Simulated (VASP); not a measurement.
Input of a VASP 6.6.1 run:

INCAR

```
SYSTEM = Tl
PREC = Accurate ; ENCUT = 600
EDIFF = 1E-6 ; ISMEAR = 0
SIGMA = 0.05 ; LREAL = .False.
LASPH = .True. ; NELM = 100
ALGO = Normal ; ISIF = 3
LWAVE = .False. ; LCHARG = .False.
GGA = PE ; IBRION = 2
NSW = 80 ; EDIFFG = -0.03
```

The input KPOINTS:

```
Automatic mesh
0
Gamma
  6 6 4
  0 0 0
```

The input POSCAR:

```
Tl
1.0
    3.4600000000      0.0000000000      0.0000000000
   -1.7300000000      2.9964478971      0.0000000000
    0.0000000000      0.0000000000      5.5325400000
Tl
2
Direct
    0.3333333333      0.6666666667      0.7500000000
    0.6666666667      0.3333333333      0.2500000000
```

Potentials or basis: VASP PAW PBE potentials, release 64 (Tl_d).

Launch:

```sh
$ cat potpaw_PBE.64/Tl_d/POTCAR > POTCAR
$ mpirun -np 1 vasp_std > vasp.out
```

(1) Estimate the relaxed cell.

(2) Estimate the band gap on the k mesh.

(3) Predict the relaxed volume.

(4) Predict the space group after relaxing (to 0.05 Å).

Results:

(1) a = 3.514 Å, b = 3.514 Å, c = 5.825 Å, α = 90.00°, β = 90.00°, γ = 120.00°.

(2) none (metal or under the smearing width).

(3) 31.15 Å³/atom.

(4) P6_3/mmc (No. 194).
